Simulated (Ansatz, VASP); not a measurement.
# One calculation of Ti4C, two programs

```xyz
5
Lattice="3.2553 0.0000 0.0000 0.0000 3.2553 0.0000 0.0000 0.0000 20.1794" Properties=species:S:1:pos:R:3 pbc="T T T"
Ti    1.6277    1.6277    4.0000
Ti    0.0000    0.0000    5.6277
Ti    1.6277    1.6277    7.1674
Ti    0.0000    0.0000    8.6794
C     0.0000    0.0000   10.5771
```

Alike in both runs: functional PBE; k mesh 8 × 8 × 1; occupations gaussian, width 0.1 eV; no spin polarisation.

Ansatz relaxed the structure, and its values are those at the end. VASP's run is a single point on that final structure, the one shown.

```csv
,VASP,Ansatz
version,VASP 6.6.1,Ansatz 0.2.0
potentials or method,"VASP PAW PBE potentials, release 64 (Ti_sv, C)","scalar-relativistic, plane waves, PAW"
plane-wave cutoff (eV),520,420
valence electrons in the cell,52,52
```

```csv
,VASP,Ansatz,Ansatz less VASP
gap on the k mesh at the Fermi level (eV),none,none,-
rms of the force components (eV/Å),0.264,0.273,+0.0091
"work function, face that differs most (eV)",6.91,6.90,-0.002
```

A gap of «none» marks a metal or a gap that the smearing closes.
